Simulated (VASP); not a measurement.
# Be (Im-3m) in VASP: settings compared

One crystal, Be, is run at these levels: PW91+D4, LDA, PBE; tasks: single point, relaxation of cell and atoms.

Everything below comes from runs of VASP 6.6.1. Logs are shortened: lines on timing, memory, paths and dates and some standing lists are left out, and cuts for length are marked.

### 1 The crystal as given

It takes space group Im-3m (No. 229, cubic). The conventional cell has a = 2.506 Å, b = 2.506 Å, c = 2.506 Å, α = 90.00°, β = 90.00°, γ = 90.00°. Around Be (site symmetry m-3m) lie 8 Be at 2.17 Å.

This isn't the form of Be at room conditions, which is hcp.

### 2 Single point, PW91+D4 (volume scaled by 0.8)

INCAR reads:

```
PREC     = Accurate       # precision mode
ENCUT    = 500            # plane-wave cutoff, eV
EDIFF    = 1E-6           # SCF threshold, eV
ISMEAR   = 0              # smearing method
SIGMA    = 0.01           # smearing width, eV
LREAL    = F              # projectors in reciprocal space
LASPH    = T              # aspherical terms in the spheres
NELM     = 80             # most SCF steps
ALGO     = Fast           # electronic algorithm
ISIF     = 2              # what is computed and relaxed
LWAVE    = F              # write WAVECAR
LCHARG   = F              # write CHGCAR
GGA      = 91             # functional
IVDW     = 13             # dispersion correction
VDW_S6   = 1.0          
VDW_S8   = 0.77283111   
VDW_A1   = 0.39581542   
VDW_A2   = 4.93405761   
NBANDS   = 7              # bands
```

KPOINTS reads:

```
Automatic mesh
0
Gamma
  15 15 15
```

POSCAR reads:

```
Be
2.0149
   -0.577345993796      0.577345993796      0.577345993796
    0.577345993796     -0.577345993796      0.577345993796
    0.577345993796      0.577345993796     -0.577345993796
Be
1
Direct
    0.0000000000      0.0000000000      0.0000000000
```

Potentials or basis: VASP PAW PBE potentials, release 54 (Be).

Launch:

```
cat potpaw_PBE.54/Be/POTCAR > POTCAR
mpirun -np 1 vasp_std > vasp.out
```

OUTCAR:

```text
PREC = Accurate
   ENCUT = 500
   EDIFF = 1E-6
   ISMEAR = 0
   LREAL = F
   LASPH = T
   NELM = 80
   ISIF = 2
   GGA = 91
   IVDW = 13

 ion  position               nearest neighbor table
   1  0.000  0.000  0.000-

  LATTYP: Found a body centered cubic cell.
 ALAT       =     2.3265888858

  Lattice vectors:

 A1 = (  -1.1632944429,   1.1632944429,   1.1632944429)
 A2 = (   1.1632944429,  -1.1632944429,   1.1632944429)
 A3 = (   1.1632944429,   1.1632944429,  -1.1632944429)

Analysis of symmetry for initial positions (statically):
=====================================================================
 Subroutine PRICEL returns:
 Original cell was already a primitive cell.

 Routine SETGRP: Setting up the symmetry group for a
 body centered cubic supercell.

 Subroutine GETGRP returns: Found 48 space group operations
 (whereof 48 operations were pure point group operations)
 out of a pool of 48 trial point group operations.

The static configuration has the point symmetry O_h .

Analysis of symmetry for dynamics (positions and initial velocities):
=====================================================================
 Subroutine PRICEL returns:
 Original cell was already a primitive cell.

 Routine SETGRP: Setting up the symmetry group for a
 body centered cubic supercell.

 Subroutine GETGRP returns: Found 48 space group operations
 (whereof 48 operations were pure point group operations)
 out of a pool of 48 trial point group operations.

The dynamic configuration has the point symmetry O_h .

 Subroutine INISYM returns: Found 48 space group operations
 (whereof 48 operations are pure point group operations),
 and found     1 'primitive' translations

----------------------------------------------------------------------------------------

                                     Primitive cell

  volume of cell :       6.2969

  direct lattice vectors                    reciprocal lattice vectors
    -1.163294443  1.163294443  1.163294443     0.000000000  0.429813796  0.429813796
     1.163294443 -1.163294443  1.163294443     0.429813796  0.000000000  0.429813796
     1.163294443  1.163294443 -1.163294443     0.429813796  0.429813796  0.000000000

  length of vectors
     2.014885079  2.014885079  2.014885079     0.607848499  0.607848499  0.607848499

  position of ions in fractional coordinates (direct lattice)
     0.000000000  0.000000000  0.000000000

  ion indices of the primitive-cell ions
   primitive index   ion index
                 1           1

----------------------------------------------------------------------------------------

 KPOINTS: Automatic mesh

Automatic generation of k-mesh.
 Grid dimensions read from file:
 generate k-points for:   15   15   15

 Generating k-lattice:

  Cartesian coordinates                     Fractional coordinates (reciprocal lattice)
     0.000000000  0.028654253  0.028654253     0.066666667  0.000000000  0.000000000
     0.028654253  0.000000000  0.028654253     0.000000000  0.066666667  0.000000000
     0.028654253  0.028654253  0.000000000     0.000000000  0.000000000  0.066666667

  Length of vectors
     0.040523233  0.040523233  0.040523233

  Shift w.r.t. Gamma in fractional coordinates (k-lattice)
     0.000000000  0.000000000  0.000000000

 Subroutine IBZKPT returns following result:
 ===========================================

 Found    120 irreducible k-points:

 Following reciprocal coordinates:
            Coordinates               Weight
  0.000000  0.000000  0.000000      1.000000
  0.066667  0.000000  0.000000     12.000000
  0.133333  0.000000  0.000000     12.000000
  0.200000  0.000000  0.000000     12.000000
  0.266667  0.000000  0.000000     12.000000
  0.333333  0.000000  0.000000     12.000000
[... 16 lines left out ...]
  0.333333  0.200000  0.000000     48.000000
  0.400000  0.200000  0.000000     24.000000
 [... further k-points ...]
   k-points           NKPTS =    120   k-points in BZ     NKDIM =    120   number of bands    NBANDS=      7
   number of dos      NEDOS =    301   number of ions     NIONS =      1
   total plane-waves  NPLWV =   4096
   dimension x,y,z NGX =    16 NGY =   16 NGZ =   16
   dimension x,y,z NGXF=    32 NGYF=   32 NGZF=   32
   ions per type =               1
   NGX,Y,Z   is equivalent  to a cutoff of  13.20, 13.20, 13.20 a.u.
   NGXF,Y,Z  is equivalent  to a cutoff of  26.40, 26.40, 26.40 a.u.
 SYSTEM =  unknown system
   PREC   = accura    normal or accurate (medium, high low for compatibility)
   ISTART =      0    job   : 0-new  1-cont  2-samecut
   ICHARG =      2    charge: 1-file 2-atom 10-const
   ISPIN  =      1    spin polarized calculation?
   LNONCOLLINEAR =      F non collinear calculations
   LSORBIT =      F    spin-orbit coupling
   LASPH  =      T    aspherical Exc in radial PAW
   ENCUT  =  500.0 eV  36.75 Ry    6.06 a.u.   3.67  3.67  3.67*2*pi/ulx,y,z
   NELM   =     80;   NELMIN=  2; NELMDL= -5     # of ELM steps
   EDIFF  = 0.1E-05   stopping-criterion for ELM
   LREAL  =      F    real-space projection
   EDIFFG = 0.1E-04   stopping-criterion for IOM
   NSW    =      0    number of steps for IOM
   IBRION =     -1    ionic relax: 0-MD 1-quasi-New 2-CG
   NFREE  =      0    steps in history (QN), initial steepest desc. (CG)
   ISIF   =      2    stress and relaxation
   ISYM   =      2    0-nonsym 1-usesym 2-fastsym
   POTIM  = 0.5000    time-step for ionic-motion
   TEBEG  =    0.0;   TEEND  =   0.0 temperature during run
   PSTRESS=    0.0 pullay stress
   NELECT =       2.0000    total number of electrons
   NUPDOWN=      -1.0000    fix difference up-down
   EMIN   =  10.00;   EMAX   =-10.00  energy-range for DOS
   EFERMI =   0.00;   METHOD = LEGACY
   ISMEAR =     0;   SIGMA  =   0.01  broadening in eV -4-tet -1-fermi 0-gaus
   EFERMI_NEDOS =   21; number of points for ismear=-14 and -15
   IALGO  =     68    algorithm
   IMIX   =      4    mixing-type and parameters
     AMIX     =   0.40;   BMIX     =  1.00
     AMIX_MAG =   1.60;   BMIX_MAG =  1.00
  volume/ion in A,a.u.               =       6.30        42.49
  Fermi-wavevector in a.u.,A,eV,Ry     =   1.116971  2.110769 16.974954  1.247624
  Thomas-Fermi vector in A             =   2.253590
   LORBIT       =      0    0 simple, 1 ext, 2 COOP (PROOUT), +10 PAW based schemes
   GGA     = 91    functional components
   LHFCALC =     F    Hartree Fock is set to
   AEXX    =    0.0000 exact exchange contribution
   IVDW    =    13    specifies the selected vdW correction
   LEPSILON=     F    determine dielectric tensor
   LRPA    =     F    only Hartree local field effects (RPA)
 non-spin polarized calculation
 RMM-DIIS sequential band-by-band and
 Gauss-broadening in eV      SIGMA  =   0.01
  energy-cutoff  :      500.00
  volume of cell :        6.30
 maximum number of plane-waves:       167
   NGX =  7   NGY =  7   NGZ =  7

 number of electron       2.0000000 magnetization

 Free energy of the ion-electron system (eV)
  ---------------------------------------------------
  ext. energy  EPLUGINS =         0.00000000
  ---------------------------------------------------
  free energy    TOTEN  =        -3.45911815 eV

  energy without entropy =       -3.45909273  energy(sigma->0) =       -3.45910544

 E-fermi :   9.7906     XC(G=0): -11.3900

 val. band max:        9.7322400183   @ k =  -0.3333  -0.4000   0.0667
 cond. band min:       9.7928489891   @ k =   0.2667   0.2667   0.2000
 fundamental gap:      0.0606089708
 Fermi energy:         9.7905961642

 k-point     1 :       0.0000    0.0000    0.0000
  band No.  band energies     occupation
      1      -3.5954      2.00000
      2      33.1834      0.00000
      3      33.1834      0.00000
      4      33.1834      0.00000
      5      45.4650      0.00000
      6      45.4650      0.00000
      7      45.4650      0.00000

 k-point     2 :       0.0667    0.0000    0.0000
  band No.  band energies     occupation
      1      -3.4281      2.00000
      2      32.2321      0.00000
      3      32.4112      0.00000
      4      32.9437      0.00000
      5      43.1122      0.00000
      6      43.4305      0.00000
      7      46.5942      0.00000

 k-point     3 :       0.1333    0.0000    0.0000
  band No.  band energies     occupation
      1      -2.9255      2.00000
      2      29.3553      0.00000
      3      30.7173      0.00000
      4      32.2623      0.00000
      5      40.6472      0.00000
      6      40.6780      0.00000
      7      45.6242      0.00000

 k-point     4 :       0.2000    0.0000    0.0000
  band No.  band energies     occupation
      1      -2.0866      2.00000
      2      25.2991      0.00000
      3      28.8832      0.00000
      4      31.2835      0.00000
      5      38.2822      0.00000
      6      39.7665      0.00000
      7      45.6733      0.00000

 k-point     5 :       0.2667    0.0000    0.0000
  band No.  band energies     occupation
      1      -0.9170      2.00000
      2      21.0469      0.00000
      3      27.2600      0.00000
      4      30.2307      0.00000
      5      36.3423      0.00000
      6      39.7608      0.00000
      7      46.5799      0.00000
[... 161 lines left out ...]
 k-point    22 :       0.2667    0.2000    0.0000
  band No.  band energies     occupation
      1       2.6119      2.00000
      2      15.0047      0.00000
      3      20.4695      0.00000
      4      26.3938      0.00000
      5      40.6647      0.00000
      6      42.2446      0.00000
      7      50.5246      0.00000

 k-point    23 :       0.3333    0.2000    0.0000
  band No.  band energies     occupation
      1       4.4020      2.00000
      2      12.1255      0.00000
      3      19.7048      0.00000
      4      25.9173      0.00000
      5      41.1193      0.00000
      6      43.1202      0.00000
      7      50.3685      0.00000

 k-point    24 :       0.4000    0.2000    0.0000
  band No.  band energies     occupation
      1       5.4464      2.00000
      2      10.6991      0.00000
      3      19.4612      0.00000
      4      25.7557      0.00000
      5      41.2209      0.00000
      6      43.7476      0.00000
      7      49.3381      0.00000

 [... further k-points ...]

------------------------ aborting loop because EDIFF is reached ----------------------------------------

  DFT-D4 for vdW energy calculation

  Edisp (eV):   -0.11794

  FORCE on cell =-STRESS in cart. coord.  units (eV):
  Direction    XX          YY          ZZ          XY          YZ          ZX
  --------------------------------------------------------------------------------------
  -------------------------------------------------------------------------------------
  Total       1.39009     1.39009     1.39009    -0.00000    -0.00000     0.00000
  in kB     353.69117   353.69117   353.69117    -0.00000    -0.00000     0.00000
  external pressure =      353.69 kB  Pullay stress =        0.00 kB

 VOLUME and BASIS-vectors are now :
 -----------------------------------------------------------------------------
  energy-cutoff  :      500.00
  volume of cell :        6.30
      direct lattice vectors                 reciprocal lattice vectors
    -1.163294443  1.163294443  1.163294443     0.000000000  0.429813796  0.429813796
     1.163294443 -1.163294443  1.163294443     0.429813796  0.000000000  0.429813796
     1.163294443  1.163294443 -1.163294443     0.429813796  0.429813796  0.000000000

 POSITION                                       TOTAL-FORCE (eV/Angst)
 -----------------------------------------------------------------------------------
      0.00000      0.00000      0.00000        -0.000000      0.000000      0.000000
 -----------------------------------------------------------------------------------
    total drift:                               -0.000000      0.000000      0.000000

  FREE ENERGIE OF THE ION-ELECTRON SYSTEM (eV)
  ---------------------------------------------------
  free  energy   TOTEN  =        -3.5770630006 eV

  energy  without entropy=       -3.5770375777  energy(sigma->0) =       -3.57705029
```

Wall time 9.2 s (1 thread of AMD EPYC 7R43 (Zen 3), shared host); peak memory 0.08 GiB.

Results:

* Free energy: -3.5771 eV
* Pressure: 35.4 GPa
* Band gap on the k mesh: none (metal or under the smearing width)
* Dispersion energy per atom: -0.118 eV

Levels at points of the mesh, in eV from the Fermi level:
| k point | band 1 | band 2 | band 3 | band 4 | band 5 |
| --- | --- | --- | --- | --- | --- |
| (0.00, 0.00, 0.00) | -13.39 | 23.39 | 23.39 | 23.39 | 35.67 |

Caveat: the PAW data sets were made with another functional, which shifts forces and pressure a little; pairwise dispersion overbinds metals, which lowers pressure and volume.

(Continued in part 2 of 2.)
